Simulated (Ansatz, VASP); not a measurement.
One calculation of Cu, two programs

```
Cu
1.0
     0.00000   -1.78169   -1.78169
     0.00000    1.78169   -1.78169
     3.56337    0.00000    0.00000
Cu
2
Direct
  0.50000 0.50000 0.50000
  0.00000 0.00000 0.00000
```

Alike in both runs: task single point; functional PBEsol; k mesh 14 × 14 × 10; occupations gaussian, width 0.15 eV; no spin polarisation.

|  | VASP | Ansatz |
| --- | --- | --- |
| version | VASP 6.6.1 | Ansatz 0.2.0 |
| potentials or method | VASP PAW PBE potentials, release 64 (Cu) | scalar-relativistic, plane waves, PAW |
| plane-wave cutoff (eV) | 520 | 420 |
| valence electrons in the cell | 22 | 38 |

```tsv
	VASP	Ansatz	Ansatz less VASP
gap on the k mesh at the Fermi level (eV)	none	none	-
pressure (GPa)	0.7	0.1	-0.65
```

A gap of «none» marks a metal or a gap that the smearing closes. The two sets of potentials don't hold the same shells in valence.

Caveats: the PAW data sets were made with another functional, which shifts forces and pressure a little (VASP); the real-space grid breaks the cell's symmetry a little (VASP).
